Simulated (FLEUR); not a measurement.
ZnSe (Stilleite):

```
Se Zn
1.0
     0.00000    2.83380    2.83380
     2.83380    0.00000    2.83380
     2.83380    2.83380    0.00000
Se Zn
1 1
Direct
  0.75000 0.75000 0.75000
  0.00000 0.00000 0.00000
```

Base run:

| Item | Value |
| --- | --- |
| Program | FLEUR MaX-R8.1 (later development tree) |
| Functional | r2SCAN |
| Potentials or basis | all-electron |
| Basis | FLAPW |
| Kmax | 4.56 1/bohr |
| k mesh | 8 × 8 × 8 |
| Occupations | fermi-dirac, width 0.05 eV |
| Spin | no spin polarisation |

Its results: band gap on the k mesh 1.88 eV, direct.

Problem. The run is repeated on the same cell with these changes: functional from r2SCAN to LDA. What comes out?

Solution. Band gap on the k mesh 1.03 eV, direct.

r2SCAN gives the wider gap, since meta-GGAs in the generalised Kohn-Sham scheme recover part of the derivative discontinuity.

Caveats: the meta-GGA is that of a development version, with a GGA for the radial functions and cores and without core tails (some runs).

Not every run made on this cell is shown here.
